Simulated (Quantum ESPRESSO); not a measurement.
# MoS2 (P6_3/mmc) in Quantum ESPRESSO: further runs, part 2 of 2

Quantum ESPRESSO 7.5. The steps go on from the part before.

## 9. Single point, LDA, 18.94 Å³/atom

pw.in

```
&CONTROL
  calculation = 'scf'
  prefix = 'pwscf'
  outdir = './tmp'
  pseudo_dir = './pseudo'
  tprnfor = .true.
  tstress = .true.
  disk_io = 'nowf'
/
&SYSTEM
  ibrav = 0
  nat = 6
  ntyp = 2
  ecutwfc = 45
  ecutrho = 360
  nbnd = 36
  occupations = 'smearing'
  smearing = 'fd'
  degauss = 0.00367493
/
&ELECTRONS
  conv_thr = 1.2d-09
  electron_maxstep = 120
  mixing_beta = 0.5
/
ATOMIC_SPECIES
Mo    95.9500 mo_lda_v1.uspp.F.UPF
S     32.0600 s_lda_v1.4.uspp.F.UPF
CELL_PARAMETERS angstrom
   3.2311530343    0.0000000000    0.0000000000
  -1.6155765171    2.7982606112    0.0000000000
   0.0000000000    0.0000000000   12.5657084235
ATOMIC_POSITIONS crystal
Mo     0.6666666667    0.3333333333    0.7500000000
Mo     0.3333333333    0.6666666667    0.2500000000
S      0.6666666667    0.3333333333    0.3770000000
S      0.3333333333    0.6666666667    0.8770000000
S      0.6666666667    0.3333333333    0.1230000000
S      0.3333333333    0.6666666667    0.6230000000
K_POINTS automatic
10 10 3 0 0 0
```

Potentials or basis: GBRV 1.5 LDA.

On the command line:

```console
> OMP_NUM_THREADS=1 mpirun -n 2 pw.x -nk 2 -in pw.in > pw.out
```

Run time: 67 s. Hardware: 2 MPI ranks of Arm Neoverse V1, shared host; peak memory 0.5 GiB.

The run converged. Its results:

```
Free energy            : -5112.5034 eV
Pressure               : -13.0 GPa
Largest force          : 1.304 eV/Å
Band gap on the k mesh : 0.90 eV, indirect (least direct gap 1.72 eV)
```

Caveat: an odd mesh through Γ misses points on the zone boundary, where band edges often lie; forces of over 1 eV/Å show positions far from the minimum, so gaps and moduli don't describe the material at rest.

## 10. Equation of state, LDA

Potentials or basis: GBRV 1.5 LDA.

No new run: the results of the series are fitted here.

Results:

```yaml
Equilibrium_volume: 17.21 Å³/atom
Bulk_modulus_at_fixed_shape_and_positions: 165 GPa
Pressure_derivative_of_the_bulk_modulus: 4.4
```

Energy against volume, from the lowest point:
| volume (Å³/atom) | energy (meV/atom) |
| --- | --- |
| 16.792 | 5.33 |
| 17.149 | 0.00 |
| 17.507 | 2.45 |
| 17.864 | 11.90 |
| 18.221 | 27.58 |
| 18.578 | 48.83 |
| 18.936 | 75.07 |

Caveat: the cell was scaled at fixed shape and fractional positions, which overstates the stiffness of a crystal with free parameters, most of all of layers and chains.

## 11. Band structure, LDA

Changes to pw.in since step 9:

```diff
@@ -7,3 +7,3 @@
   tstress = .true.
-  disk_io = 'nowf'
+  disk_io = 'low'
 /
@@ -11,2 +11,3 @@
   ibrav = 0
+  celldm(1) = 8
   nat = 6
@@ -28,6 +29,6 @@
 S     32.0600 s_lda_v1.4.uspp.F.UPF
-CELL_PARAMETERS angstrom
-   3.2311530343    0.0000000000    0.0000000000
-  -1.6155765171    2.7982606112    0.0000000000
-   0.0000000000    0.0000000000   12.5657084235
+CELL_PARAMETERS alat
+  0.7485677611174   0.0000000000000   0.0000000000000
+ -0.3742838805587   0.6482786975834   0.0000000000000
+  0.0000000000000   0.0000000000000   2.9111230949860
 ATOMIC_POSITIONS crystal
```

bands.in

```
&CONTROL
  calculation = 'bands'
  prefix = 'pwscf'
  outdir = './tmp'
  pseudo_dir = './pseudo'
  disk_io = 'low'
  verbosity = 'high'
/
&SYSTEM
  ibrav = 0
  celldm(1) = 8
  nat = 6
  ntyp = 2
  ecutwfc = 45
  ecutrho = 360
  nbnd = 36
  occupations = 'smearing'
  smearing = 'fd'
  degauss = 0.00367493
/
&ELECTRONS
  conv_thr = 1d-08
  electron_maxstep = 120
  mixing_beta = 0.5
  diago_full_acc = .true.
  startingwfc = 'random'
/
ATOMIC_SPECIES
Mo    95.9500 mo_lda_v1.uspp.F.UPF
S     32.0600 s_lda_v1.4.uspp.F.UPF
CELL_PARAMETERS alat
  0.7485677611174   0.0000000000000   0.0000000000000
 -0.3742838805587   0.6482786975834   0.0000000000000
  0.0000000000000   0.0000000000000   2.9111230949860
ATOMIC_POSITIONS crystal
Mo     0.6666666667    0.3333333333    0.7500000000
Mo     0.3333333333    0.6666666667    0.2500000000
S      0.6666666667    0.3333333333    0.3770000000
S      0.3333333333    0.6666666667    0.8770000000
S      0.6666666667    0.3333333333    0.1230000000
S      0.3333333333    0.6666666667    0.6230000000
K_POINTS crystal
60
 0.0000000000  0.0000000000  0.0000000000 1
 0.0555555556  0.0000000000  0.0000000000 1
 0.1111111111  0.0000000000  0.0000000000 1
 0.1666666667  0.0000000000  0.0000000000 1
 0.2222222222  0.0000000000  0.0000000000 1
 0.2777777778  0.0000000000  0.0000000000 1
 0.3333333333  0.0000000000  0.0000000000 1
 0.3888888889  0.0000000000  0.0000000000 1
 0.4444444444  0.0000000000  0.0000000000 1
 0.5000000000  0.0000000000  0.0000000000 1
 0.4666666667  0.0666666667  0.0000000000 1
 0.4333333333  0.1333333333  0.0000000000 1
 0.4000000000  0.2000000000  0.0000000000 1
 0.3666666667  0.2666666667  0.0000000000 1
 0.3333333333  0.3333333333  0.0000000000 1
 0.3030303030  0.3030303030  0.0000000000 1
 0.2727272727  0.2727272727  0.0000000000 1
 0.2424242424  0.2424242424  0.0000000000 1
 0.2121212121  0.2121212121  0.0000000000 1
 0.1818181818  0.1818181818  0.0000000000 1
 0.1515151515  0.1515151515  0.0000000000 1
 0.1212121212  0.1212121212  0.0000000000 1
 0.0909090909  0.0909090909  0.0000000000 1
 0.0606060606  0.0606060606  0.0000000000 1
 0.0303030303  0.0303030303  0.0000000000 1
 0.0000000000  0.0000000000  0.0000000000 1
 0.0000000000  0.0000000000  0.5000000000 1
 0.0500000000  0.0000000000  0.5000000000 1
 0.1000000000  0.0000000000  0.5000000000 1
 0.1500000000  0.0000000000  0.5000000000 1
 0.2000000000  0.0000000000  0.5000000000 1
 0.2500000000  0.0000000000  0.5000000000 1
 0.3000000000  0.0000000000  0.5000000000 1
 0.3500000000  0.0000000000  0.5000000000 1
 0.4000000000  0.0000000000  0.5000000000 1
 0.4500000000  0.0000000000  0.5000000000 1
 0.5000000000  0.0000000000  0.5000000000 1
 0.4666666667  0.0666666667  0.5000000000 1
 0.4333333333  0.1333333333  0.5000000000 1
 0.4000000000  0.2000000000  0.5000000000 1
 0.3666666667  0.2666666667  0.5000000000 1
 0.3333333333  0.3333333333  0.5000000000 1
 0.3076923077  0.3076923077  0.5000000000 1
 0.2820512821  0.2820512821  0.5000000000 1
 0.2564102564  0.2564102564  0.5000000000 1
 0.2307692308  0.2307692308  0.5000000000 1
 0.2051282051  0.2051282051  0.5000000000 1
 0.1794871795  0.1794871795  0.5000000000 1
 0.1538461538  0.1538461538  0.5000000000 1
 0.1282051282  0.1282051282  0.5000000000 1
 0.1025641026  0.1025641026  0.5000000000 1
 0.0769230769  0.0769230769  0.5000000000 1
 0.0512820513  0.0512820513  0.5000000000 1
 0.0256410256  0.0256410256  0.5000000000 1
 0.0000000000  0.0000000000  0.5000000000 1
 0.5000000000  0.0000000000  0.5000000000 1
 0.5000000000  0.0000000000  0.2500000000 1
 0.5000000000  0.0000000000  0.0000000000 1
 0.3333333333  0.3333333333  0.0000000000 1
 0.3333333333  0.3333333333  0.5000000000 1
```

Potentials or basis: GBRV 1.5 LDA.

On the command line:

```console
> OMP_NUM_THREADS=1 mpirun -n 2 pw.x -nk 2 -in pw.in > pw.out
> OMP_NUM_THREADS=1 mpirun -n 2 pw.x -nk 2 -in bands.in > bands.out
```

pw.out:

```text
This program is part of the open-source Quantum ESPRESSO suite
     for quantum simulation of materials; please cite
         "P. Giannozzi et al., J. Phys.:Condens. Matter 21 395502 (2009);
         "P. Giannozzi et al., J. Phys.:Condens. Matter 29 465901 (2017);
         "P. Giannozzi et al., J. Chem. Phys. 152 154105 (2020);
     in publications or presentations arising from this work. More details at

     Message from routine setup:
     using ibrav=0 with symmetry is DISCOURAGED, use correct ibrav instead

     K-points division:     npool     =       2
     Subspace diagonalization in iterative solution of the eigenvalue problem:
     a serial algorithm will be used

     G-vector sticks info
     --------------------
     sticks:   dense  smooth     PW     G-vecs:    dense   smooth      PW
     Sum         889     439    127                83289    29445    4753

     Using Slab Decomposition

     bravais-lattice index     =            0
     lattice parameter (alat)  =       8.0000  a.u.
     unit-cell volume          =     723.3082 (a.u.)^3
     number of atoms/cell      =            6
     number of atomic types    =            2
     number of electrons       =        52.00
     number of Kohn-Sham states=           36
     kinetic-energy cutoff     =      45.0000  Ry
     charge density cutoff     =     360.0000  Ry
     scf convergence threshold =      1.2E-09
     mixing beta               =       0.5000
     number of iterations used =            8  plain     mixing
     Exchange-correlation=  SLA  PZ   NOGX NOGC
                           (   1   1   0   0   0   0   0)

     celldm(1)=   8.000000  celldm(2)=   0.000000  celldm(3)=   0.000000
     celldm(4)=   0.000000  celldm(5)=   0.000000  celldm(6)=   0.000000

     crystal axes: (cart. coord. in units of alat)
               a(1) = (   0.748568   0.000000   0.000000 )
               a(2) = (  -0.374284   0.648279   0.000000 )
               a(3) = (   0.000000   0.000000   2.911123 )

     reciprocal axes: (cart. coord. in units 2 pi/alat)
               b(1) = (  1.335884  0.771273 -0.000000 )
               b(2) = (  0.000000  1.542546  0.000000 )
               b(3) = (  0.000000 -0.000000  0.343510 )

     PseudoPot. # 1 for Mo read from file:
     mo_lda_v1.uspp.F.UPF
     Pseudo is Ultrasoft + core correction, Zval = 14.0
     Generated by new atomic code, or converted to UPF format
     Using radial grid of  889 points,  6 beta functions with:
                l(1) =   0
                l(2) =   0
                l(3) =   1
                l(4) =   1
                l(5) =   2
                l(6) =   2
     Q(r) pseudized with  6 coefficients,  rinner =    1.000   1.000   1.000
                                                       1.000   1.000

     PseudoPot. # 2 for S  read from file:
     s_lda_v1.4.uspp.F.UPF
     Pseudo is Ultrasoft + core correction, Zval =  6.0
     Generated by new atomic code, or converted to UPF format
     Using radial grid of  907 points,  6 beta functions with:
                l(1) =   0
                l(2) =   0
                l(3) =   1
                l(4) =   1
                l(5) =   2
                l(6) =   2
     Q(r) pseudized with  8 coefficients,  rinner =    1.300   1.300   1.300
                                                       1.300   1.300

     atomic species   valence    mass     pseudopotential
     Mo               14.00    95.95000     Mo( 1.00)
     S                 6.00    32.06000     S ( 1.00)

     24 Sym. Ops., with inversion, found (12 have fractional translation)

   Cartesian axes

     site n.     atom                  positions (alat units)
         1        Mo     tau(   1) = (   0.3742839   0.2160929   2.1833423  )
         2        Mo     tau(   2) = (  -0.0000000   0.4321858   0.7277808  )
         3        S      tau(   3) = (   0.3742839   0.2160929   1.0974934  )
         4        S      tau(   4) = (  -0.0000000   0.4321858   2.5530550  )
         5        S      tau(   5) = (   0.3742839   0.2160929   0.3580681  )
         6        S      tau(   6) = (  -0.0000000   0.4321858   1.8136297  )

     number of k points=    28  Fermi-Dirac smearing, width (Ry)=  0.0037
                       cart. coord. in units 2pi/alat
        k(    1) = (   0.0000000   0.0000000   0.0000000), wk =   0.0066667
        k(    2) = (   0.0000000   0.0000000   0.1145033), wk =   0.0133333
        k(    3) = (   0.0000000   0.1542546   0.0000000), wk =   0.0400000
        k(    4) = (   0.0000000   0.1542546   0.1145033), wk =   0.0800000
        k(    5) = (   0.0000000   0.3085093   0.0000000), wk =   0.0400000
        k(    6) = (   0.0000000   0.3085093   0.1145033), wk =   0.0800000
[... 20 lines left out ...]
        k(   27) = (   0.4007653   0.6941459   0.0000000), wk =   0.0400000
        k(   28) = (   0.4007653   0.6941459   0.1145033), wk =   0.0800000

     Dense  grid:    83289 G-vectors     FFT dimensions: (  40,  40, 144)

     Smooth grid:    29445 G-vectors     FFT dimensions: (  25,  25, 100)

     Initial potential from superposition of free atoms

     starting charge      51.9982, renormalised to      52.0000
     Starting wfcs are   42 randomized atomic wfcs

     Self-consistent Calculation

     iteration #  1     ecut=    45.00 Ry     beta= 0.50
     Davidson diagonalization with overlap
     ethr =  1.00E-02,  avg # of iterations =  4.2

     Threshold (ethr) on eigenvalues was too large:
     Diagonalizing with lowered threshold

     Davidson diagonalization with overlap
     ethr =  3.23E-04,  avg # of iterations =  4.2

     total energy              =    -375.73549843 Ry
     estimated scf accuracy    <       0.20799223 Ry

     iteration #  2     ecut=    45.00 Ry     beta= 0.50
     Davidson diagonalization with overlap
     ethr =  4.00E-04,  avg # of iterations =  3.4
[... 43 lines left out ...]
     total energy              =    -375.78992475 Ry
     estimated scf accuracy    <       0.00000010 Ry

     iteration #  9     ecut=    45.00 Ry     beta= 0.50
     Davidson diagonalization with overlap
     ethr =  1.92E-10,  avg # of iterations =  2.7

     End of self-consistent calculation

          k = 0.0000 0.0000 0.0000 (  3661 PWs)   bands (ev):

   -50.6367 -50.6367 -24.8449 -24.8448 -24.6127 -24.6127 -24.6127 -24.6127
    -4.1611  -3.8840  -2.9385  -2.4803   3.8472   4.9155   7.2012   7.4691
     7.4691   7.4821   7.4821   8.5706   8.5706   8.6174   8.6174   9.5539
     9.5911  10.7558  12.8354  12.8354  12.8628  12.8628  13.0136  13.0136
    13.1893  13.1893  16.1490  16.3036

          k = 0.0000 0.0000 0.1145 (  3674 PWs)   bands (ev):
[... 65 lines left out ...]
   -50.6004 -50.6004 -24.9685 -24.9685 -24.7732 -24.7731 -24.6950 -24.6950
    -2.3779  -2.3034  -2.0370  -1.9576   4.3555   4.5180   5.2919   5.3963
     6.0088   6.3094   7.0068   7.0464   8.1241   8.3157   8.9524   9.0360
     9.1425   9.2741  12.2763  12.3252  12.5105  12.7459  13.6134  14.0429
    14.2114  14.4146  16.5212  16.9350

          k = 0.0000-0.7713 0.0000 (  3678 PWs)   bands (ev):

   -50.5965 -50.5965 -25.0049 -25.0049 -24.7655 -24.7655 -24.7036 -24.7036
    -2.1402  -2.0294  -1.9744  -1.8758   4.0602   4.3792   5.0633   5.2879
     5.6292   6.3064   6.8692   6.9502   8.0259   8.2876   9.0342   9.2381
     9.3319   9.4602  12.3289  12.3757  12.7110  12.9908  13.5139  14.1607
    14.4606  14.6066  15.8588  16.1973

          k = 0.0000-0.7713 0.1145 (  3678 PWs)   bands (ev):

   -50.5965 -50.5965 -25.0049 -25.0049 -24.7655 -24.7655 -24.7036 -24.7036
    -2.1220  -2.0740  -1.9329  -1.8910   4.1312   4.2901   5.0838   5.1668
     5.8750   6.1841   6.8885   6.9289   8.0787   8.2074   9.0852   9.1870
     9.3719   9.4343  12.3388  12.3620  12.7902  12.9297  13.6859  14.1303
    14.2706  14.4930  16.0200  16.3051

          k = 0.1336 0.2314 0.0000 (  3707 PWs)   bands (ev):

   -50.6260 -50.6260 -24.8237 -24.8236 -24.7176 -24.7176 -24.6401 -24.6400
    -3.7206  -3.4528  -2.7275  -2.3270   4.3198   5.3483   6.5662   6.6661
     6.6773   7.5140   7.7592   7.8685   7.8866   7.9123   8.8829   9.5276
     9.6956   9.9306  12.1051  12.4457  12.5848  12.7064  12.7413  12.8606
    13.4975  13.6545  17.8395  18.0613
[... 115 lines left out ...]
   -50.5922 -50.5922 -24.9246 -24.9246 -24.8383 -24.8383 -24.7571 -24.7570
    -1.8695  -1.8473  -1.7826  -1.7609   4.6342   4.7137   5.1133   5.1927
     6.1557   6.2068   6.4065   6.4935   7.1087   7.2771   7.9466   8.1438
     9.8743   9.9571  11.8910  11.9285  12.7691  13.2137  13.4750  13.5232
    14.7394  14.9330  16.9553  17.4125

     the Fermi energy is    11.1324 ev

!    total energy              =    -375.78992478 Ry
     estimated scf accuracy    <          8.4E-10 Ry
     smearing contrib. (-TS)   =      -0.00000033 Ry
     internal energy E=F+TS    =    -375.78992445 Ry

     The total energy is F=E-TS. E is the sum of the following terms:
     one-electron contribution =    -171.72783821 Ry
     hartree contribution      =     107.82341911 Ry
     xc contribution           =     -72.19051760 Ry
     ewald contribution        =    -239.69498775 Ry

     convergence has been achieved in   9 iterations

     Forces acting on atoms (cartesian axes, Ry/au):

     atom    1 type  1   force =     0.00000000   -0.00000000    0.00000000
     atom    2 type  1   force =     0.00000000    0.00000000    0.00000000
     atom    3 type  2   force =     0.00000000    0.00000000   -0.01852114
     atom    4 type  2   force =    -0.00000000   -0.00000000   -0.01852114
     atom    5 type  2   force =    -0.00000000    0.00000000    0.01852114
     atom    6 type  2   force =    -0.00000000   -0.00000000    0.01852114

     Total force =     0.037042     Total SCF correction =     0.000053

     Computing stress (Cartesian axis) and pressure

          total   stress  (Ry/bohr**3)                   (kbar)     P=      -58.45
  -0.00040838  -0.00000000   0.00000000          -60.07       -0.00        0.00
   0.00000000  -0.00040838   0.00000000            0.00      -60.07        0.00
   0.00000000   0.00000000  -0.00037520            0.00        0.00      -55.19

=------------------------------------------------------------------------------=
   JOB DONE.
=------------------------------------------------------------------------------=
```

Run time: 2.5 min. Hardware: 2 MPI ranks of Arm Neoverse V1, shared host; peak memory 0.48 GiB.

What came out:

```
Free energy             : -5112.8824 eV
Pressure                : -5.8 GPa
Largest force           : 0.476 eV/Å
Band gap on the k mesh  : 0.85 eV, indirect (least direct gap 1.86 eV)
Band gap along the path : 0.80 eV, indirect (least direct gap 1.65 eV)
```

Forces on the atoms (eV/Å):
```
Mo   0.000  0.000  0.000
Mo   0.000  0.000  0.000
S    0.000  0.000 -0.476
S    0.000  0.000 -0.476
S    0.000  0.000  0.476
S    0.000  0.000  0.476
```

Levels at the corners of the path, in eV from the valence-band top:
| point | band 24 | band 25 | band 26 | band 27 | band 28 | band 29 |
| --- | --- | --- | --- | --- | --- | --- |
| Γ | -1.20 | -1.16 | 0.00 | 2.08 | 2.08 | 2.11 |
| M | -1.52 | -1.42 | -1.30 | 1.57 | 1.62 | 1.96 |
| K | -2.68 | -0.80 | -0.63 | 1.02 | 1.02 | 1.74 |
| Γ | -1.20 | -1.16 | 0.00 | 2.08 | 2.08 | 2.11 |
| A | -2.16 | -0.27 | -0.27 | 2.08 | 2.08 | 2.08 |
| L | -1.62 | -1.35 | -1.35 | 1.59 | 1.59 | 2.11 |
| H | -2.86 | -0.73 | -0.73 | 1.02 | 1.02 | 2.22 |
| A | -2.16 | -0.27 | -0.27 | 2.08 | 2.08 | 2.08 |
| L | -1.62 | -1.35 | -1.35 | 1.59 | 1.59 | 2.11 |
| M | -1.52 | -1.42 | -1.30 | 1.57 | 1.62 | 1.96 |
| K | -2.68 | -0.80 | -0.63 | 1.02 | 1.02 | 1.74 |
| H | -2.86 | -0.73 | -0.73 | 1.02 | 1.02 | 2.22 |

Caveat: some levels on the path didn't converge.

## 12. The reference run

An earlier run on the cell as given: functional PBEsol; potentials or basis GBRV 1.5 PBEsol; cutoff 612 eV; density cutoff 4898 eV; k mesh 10 × 10 × 3; occupations fermi-dirac, width 0.05 eV; no spin polarisation.

- Pressure: -3.3 GPa
- Largest force: 0.329 eV/Å
- Band gap on the k mesh: 0.88 eV, indirect (least direct gap 1.87 eV)

## 13. Overview

```csv
task,level,potentials or basis,form of the LDA correlation,gap on the mesh (eV),pressure (GPa),largest force (eV/Å)
band structure,PBEsol,GBRV 1.5 PBEsol,-,0.88,-3.3,0.33
equation of state,LDA,GBRV 1.5 LDA,PZ81,-,-,-
band structure,LDA,GBRV 1.5 LDA,PZ81,0.85,-5.8,0.48
single point,PBEsol,GBRV 1.5 PBEsol,-,0.88,-3.3,0.33
```

Alike in all rows: no spin polarisation; cell as given; k mesh 10 × 10 × 3; cutoff (eV) 612; smearing fermi-dirac 0.05 eV.

Caveats: some levels on the path didn't converge (some runs); this functional lacks dispersion, which binds the layers, so the pressure and a relaxed spacing across them are unreliable (some runs); the cell was scaled at fixed shape and fractional positions, which overstates the stiffness of a crystal with free parameters, most of all of layers and chains (some runs); an odd mesh through Γ misses points on the zone boundary, where band edges often lie (some runs).

Total energies depend on the potentials used, so only differences within one code and one set of settings carry meaning.

## 14. How close it comes

Step 2. Measured gap of MoS2: 1.3 eV (indirect; 300 K; “Multiwavelength excitation Raman Scattering Analysis of bulk and 2 dimensional MoS2: Vibrational properties of atomically thin MoS2 layers”, 2015, arxiv:1506.03228). This calculation gives 0.83 eV (-0.47 eV). Spin-orbit coupling on Mo is left out. The value is that of PBEsol, without temperature or zero-point motion. Semilocal functionals fall short of measured gaps as a rule.

Step 11. Against the measured gap of MoS2, 1.3 eV (indirect; 300 K; “Multiwavelength excitation Raman Scattering Analysis of bulk and 2 dimensional MoS2: Vibrational properties of atomically thin MoS2 layers”, 2015, arxiv:1506.03228), the calculated 0.80 eV is off by -0.50 eV. Spin-orbit coupling on Mo is left out. The value is that of LDA, without temperature or zero-point motion. Semilocal functionals fall short of measured gaps as a rule.
